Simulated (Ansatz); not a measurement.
# Se (Selenium): the cost of one run

Program: Ansatz 0.2.0. Level of theory: DFT r2SCAN, scalar-relativistic, plane waves, PAW. These are calculated values, not measurements.

2 further runs of the same task are left out: 2 set aside as unsound or not needed.

## (1) Starting point

The structure is trigonal, space group P3_121 (No. 152). Conventional cell: a = 4.068 Å, b = 4.068 Å, c = 5.128 Å, α = 90.00°, β = 90.00°, γ = 120.00°. Se (site symmetry 2) has 2 Se at 2.44 Å as nearest neighbours.

As a file:

```
CELL_PARAMETERS angstrom
4.06815 0.00000 0.00000
-2.03407 3.52312 0.00000
0.00000 0.00000 5.12773
ATOMIC_POSITIONS crystal
Se 0.24735 0.00000 0.33333
Se 0.00000 0.24735 0.66667
Se 0.75265 0.75265 0.00000
```

This cell was relaxed beforehand with the same method: volume 24.50 Å³/atom, gap on the mesh 0.52 eV.

## (2) Level of theory: r2SCAN

input.yaml reads:

```yaml
crystal:
  lattice:
    - [4.068146571, 0.0, 0.0]
    - [-2.0340732855, 3.5231182768, 0.0]
    - [0.0, 0.0, 5.1277306249]
  atoms:
    - { symbol: Se, position: [0.2473450699, 0.0, 0.3333333333] }
    - { symbol: Se, position: [0.0, 0.2473450699, 0.6666666667] }
    - { symbol: Se, position: [0.7526549301, 0.7526549301, 0.0] }
basis:
  ecutwfc: 500
kpoints:
  mp_grid: { grid: [12, 12, 8] }
  band_path:
    path:
      - [[0.0, 0.0, 0.0], [0.5, 0.0, 0.0], [0.33333333, 0.33333333, 0.0], [0.0, 0.0, 0.0], [0.0, 0.0, 0.5], [0.5, 0.0, 0.5], [0.33333333, 0.33333333, 0.5], [0.0, 0.0, 0.5]]
      - [[0.5, 0.0, 0.5], [0.5, 0.0, 0.0]]
      - [[0.33333333, 0.33333333, 0.5], [0.33333333, 0.33333333, 0.0]]
    npoints: 14
hamiltonian:
  xc: r2scan
scf:
  occupations: { method: gaussian, width: 0.02 }
  n_extra_bands: 7
output:
  forces: true
  stress: true
  eigenvalues: true
  populations: true
  dos: { projected: true, de: 0.02, nscf_kmesh: { grid: [18, 18, 12] } }
  bader: true
  write_density: true
  write_potential: true
  elf: true
  volumetric_format: npy
```

On the command line:

```bash
$ ansatz run input.yaml --threads 2 --pin off --max-ram 5120MiB --backend cpu --events-out ev --progress --plain --runs-dir out
```

**Question.** How long does this run take on 2 threads of Arm Neoverse N1, shared host, and how much memory does it need?

About 3.3 min, with a peak of 0.94 GiB.
